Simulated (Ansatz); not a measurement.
A series in volume per atom on Ga

All results are calculated (Ansatz 0.2.0 development build). Equation of state of a cubic crystal from periodic Kohn-Sham density functional theory without spin; pressure corrected for the finite basis.

Cell of the first row (space group Pm-3m, No. 221):
```
CELL_PARAMETERS angstrom
2.66470 0.00000 0.00000
0.00000 2.66470 0.00000
0.00000 0.00000 2.66470
ATOMIC_POSITIONS crystal
Ga 0.00000 0.00000 0.00000
```

Settings of every row: formula Ga; structure type simple cubic; functional PBE; spin treatment none; k mesh 20x20x20; occupation method fermi-dirac; occupation width 0.061225619 eV; wave cutoff 700 eV; datasets hard PAW; density cutoff ratio 4.

Limits: a cubic model structure, not a phase known at ambient conditions; modest k-mesh, values are not fully converged in k; the SCF threshold is loose for a stress in some rows.

```csv
row,volume per atom (Å³),pressure (GPa),energy above lowest point (meV/atom)
1,18.92,?,?
2,19.323,1.924,4.31
3,19.725,0.831,0.88
4,20.128,-0.107,0
5,20.53,-0.934,1.33
6,20.933,-1.683,4.63
7,21.335,-2.359,9.73
```

Question: what pressure and energy above lowest point should row 1 give?

Worked fit of pressure. Take u = (V_r/V)^(2/3) − 1 with V_r = 20.329 Å³ an atom, which is twice the finite (Eulerian) strain; such expansions in the strain, on which the Birch-Murnaghan equation of state is built, carry the rest volume and the bulk modulus. The shown rows have u = 0.03441, 0.02031, 0.00665, -0.00654, -0.01933, -0.03169. Least squares give pressure = −0.535 + 62.628 × u + 205.39 × u² + 1469.6 × u³ GPa; a parabola predicts inner rows, each left out in turn, worse (root mean square 0.018 against 0.0061 GPa). The rows lie off it by 0.001, -0.003, 0.002, 0.002, -0.004, 0.001. The pressure vanishes at u = 0.0083, or V = 20.08 Å³ an atom, and there the bulk modulus at fixed shape and fractions is B = −V dP/dV = (2/3)(1 + u) dP/du = 44.6 GPa. The withheld row has u = 0.04905, so the fit gives −0.535 + 62.628 × (0.04905) + 205.39 × (0.04905)² + 1469.6 × (0.04905)³ = 3.204 GPa.

The calculation gave 3.185 GPa. The fit lies 0.019 GPa (0.34 % of the column's range) above it; its largest miss of a shown row is 0.004 GPa. This row lies beyond the range of the fit.

Worked fit of energy above lowest point. Take u = (V_r/V)^(2/3) − 1 with V_r = 20.329 Å³ an atom, which is twice the finite (Eulerian) strain; such expansions in the strain, on which the Birch-Murnaghan equation of state is built, carry the rest volume and the bulk modulus. The shown rows have u = 0.03441, 0.02031, 0.00665, -0.00654, -0.01933, -0.03169. Least squares give energy above lowest point = 0.39 − 99.36 × u + 6179 × u² meV/atom; a straight line predicts inner rows, each left out in turn, worse (root mean square 2.6 against 0.037 meV/atom). The rows lie off it by 0.02, -0.04, 0.00, 0.03, 0.01, -0.01. The withheld row has u = 0.04905, so the fit gives 0.39 − 99.36 × (0.04905) + 6179 × (0.04905)² = 10.38 meV/atom.

The calculation gave 10.69 meV/atom. The fit lies 0.31 meV/atom (2.9 % of the value, 2.9 % of the column's range) below it; its largest miss of a shown row is 0.04 meV/atom. This row lies beyond the range of the fit.
